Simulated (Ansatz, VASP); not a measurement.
One calculation of ZnO (zincite), two programs

```
Zn O
1.0
     3.14295    0.00000    0.00000
    -1.57148    2.72187    0.00000
     0.00000    0.00000    5.07158
Zn O
2 2
Cartesian
  0.0000 1.8146 2.5356
  1.5715 0.9073 -0.0002
  1.5715 0.9073 1.9224
  0.0000 1.8146 4.4582
```

Alike in both runs: functional PBE; k mesh 9 × 9 × 6; occupations gaussian, width 0.02 eV; no spin polarisation.

Ansatz relaxed the structure, and its values are those at the end. VASP's run is a single point on that final structure, the one shown.

|  | VASP | Ansatz |
| --- | --- | --- |
| version | VASP 6.6.1 | Ansatz 0.2.0 |
| potentials or method | VASP PAW PBE potentials, release 64 (Zn, O) | scalar-relativistic, plane waves, PAW |
| plane-wave cutoff (eV) | 520 | 420 |
| valence electrons in the cell | 36 | 36 |

Ansatz gave:

```
gap on the k mesh at the Fermi level (eV) : 0.92
least direct gap on the mesh (eV)         : 0.92
pressure (GPa)                            : 21.9
rms of the force components (eV/Å)        : 0.003
```

Q: What did VASP give for the same quantities?

A: gap on the k mesh at the Fermi level (eV): 0.91; least direct gap on the mesh (eV): 0.91; pressure (GPa): 23.5; rms of the force components (eV/Å): 0.004.

Caveats: so large a pressure means that the cell lies far from this level's equilibrium, or that cutoff or potentials fall short (VASP). A hybrid or GW would open this gap; PBE tends to underestimate it.
